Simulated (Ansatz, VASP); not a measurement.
One calculation of Zr, two programs

The input INCAR:

```
SYSTEM = Zr
ALGO = Normal ; EDIFF = 1E-6
ENCUT = 520 ; GGA = PS
ISIF = 2 ; ISMEAR = -1
LASPH = .TRUE. ; LCHARG = .FALSE.
LREAL = .FALSE. ; LWAVE = .FALSE.
NBANDS = 19 ; NELM = 80
PREC = Accurate ; SIGMA = 0.08
```

The input KPOINTS:

```
k-points
0
G
  13 13 7
  0 0 0
```

Contents of POSCAR:

```
Zr
1.0
    3.2319982225     -0.0484799733     -0.0484799733
   -1.6579839997      2.8232325523     -0.0177449018
   -0.0772050000     -0.0772050000      5.1470000000
Zr
2
Direct
    0.3333333333      0.6666666667      0.2500000000
    0.6666666667      0.3333333333      0.7500000000
```

Input for Ansatz:

```yaml
crystal:
  lattice:
    - [3.2319982225, -0.0484799733, -0.0484799733]
    - [-1.6579839997, 2.8232325523, -0.0177449018]
    - [-0.077205, -0.077205, 5.147]
  atoms:
    - { symbol: Zr, position: [0.3333333333, 0.6666666667, 0.25] }
    - { symbol: Zr, position: [0.6666666667, 0.3333333333, 0.75] }
kpoints:
  mp_grid: { grid: [13, 13, 7] }
  band_path:
    path:
      - [0.0, 0.0, 0.0]
      - [0.0, 0.0, 0.5]
      - [-0.5, 0.5, 0.0]
      - [0.0, 0.0, 0.0]
      - [0.0, -0.5, 0.0]
      - [-0.5, 0.0, 0.5]
      - [0.0, 0.0, 0.0]
      - [-0.5, 0.0, 0.0]
      - [0.0, -0.5, 0.5]
    npoints: 5
scf:
  occupations: { method: fermi_dirac, width: 0.08 }
hamiltonian:
  xc: pbesol
  pseudopotentials: { kind: all_electron, lapw: { basis_error: 0.001 } }
output:
  forces: true
  stress: true
  eigenvalues: true
```

Change from the starting cell: equal xy, yz and zx shear strains of -3 %.

Alike in both runs: task single point; functional PBEsol; k mesh 13 × 13 × 7; occupations fermi-dirac, width 0.08 eV; no spin polarisation.

|  | VASP | Ansatz |
| --- | --- | --- |
| version | VASP 6.6.1 | Ansatz 0.2.0 |
| potentials or method | VASP PAW PBE potentials, release 64 (Zr_sv) | all-electron LAPW, scalar-relativistic |
| plane-wave cutoff (eV) | 520 | see its input |

|  | VASP | Ansatz | Ansatz less VASP |
| --- | --- | --- | --- |
| pressure (GPa) | -3.2 | -3.2 | -0.03 |
| largest component of the traceless stress (GPa) | 1.41 | 1.40 | -0.003 |
| rms of the force components (eV/Å) | 0.036 | 0.036 | -0.0001 |

Atom by atom the forces differ by 0.000 eV/Å (rms over components). Ansatz ran all-electron here, so the differences hold the error of VASP's frozen core and of both bases.

Caveats: the PAW data sets were made with another functional, which shifts forces and pressure a little (VASP).
